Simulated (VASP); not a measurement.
Here is a VASP 6.6.1 calculation.

File INCAR:

```
SYSTEM = GaN
PREC     = Accurate       ! precision mode
ENCUT    = 520            ! plane-wave cutoff, eV
EDIFF    = 1E-7           ! SCF threshold, eV
ISMEAR   = 0              ! smearing method
SIGMA    = 0.02           ! smearing width, eV
LREAL    = .False.        ! projectors in reciprocal space
LASPH    = .True.         ! aspherical terms in the spheres
NELM     = 100            ! most SCF steps
ALGO     = Normal         ! electronic algorithm
ISIF     = 3              ! what is computed and relaxed
LWAVE    = .False.        ! write WAVECAR
LCHARG   = .False.        ! write CHGCAR
GGA      = PE             ! functional
IBRION   = 2              ! ionic algorithm
NSW      = 80             ! ionic steps
EDIFFG   = -0.002         ! ionic threshold
```

Contents of KPOINTS:

```
Automatic mesh
0
Gamma
  6 6 2
  0 0 0
```

POSCAR

```
GaN
1.0
    3.1800000000      0.0000000000      0.0000000000
   -1.5900000000      2.7539607800      0.0000000000
    0.0000000000      0.0000000000      5.1660000000
Ga N
2 2
Direct
    0.3333333300      0.6666666700      0.0000000000
    0.6666666700      0.3333333300      0.5000000000
    0.3333333300      0.6666666700      0.3750000000
    0.6666666700      0.3333333300      0.8750000000
```

Potentials or basis: VASP PAW PBE potentials, release 64 (Ga_d, N).

Launch:

```sh
$ cat potpaw_PBE.64/Ga_d/POTCAR potpaw_PBE.64/N/POTCAR > POTCAR
$ mpirun -np 1 vasp_std > vasp.out
```

Question: What does it give for the relaxed cell?

Answer: a = 3.218 Å, b = 3.218 Å, c = 5.244 Å, α = 90.00°, β = 90.00°, γ = 120.00°.

Question: Estimate the relaxed volume.

Answer: 11.76 Å³/atom.

Final structure:
```
CELL_PARAMETERS angstrom
3.21813 0.00000 0.00000
-1.60906 2.78698 0.00000
0.00000 0.00000 5.24449
ATOMIC_POSITIONS crystal
Ga 0.33333 0.66667 0.99920
Ga 0.66667 0.33333 0.49920
N 0.33333 0.66667 0.37580
N 0.66667 0.33333 0.87580
```

Caveat: the k mesh is coarse (spacing up to 0.61 Å⁻¹), so the values aren't converged. PBE usually gives volumes a little too large and moduli too small.
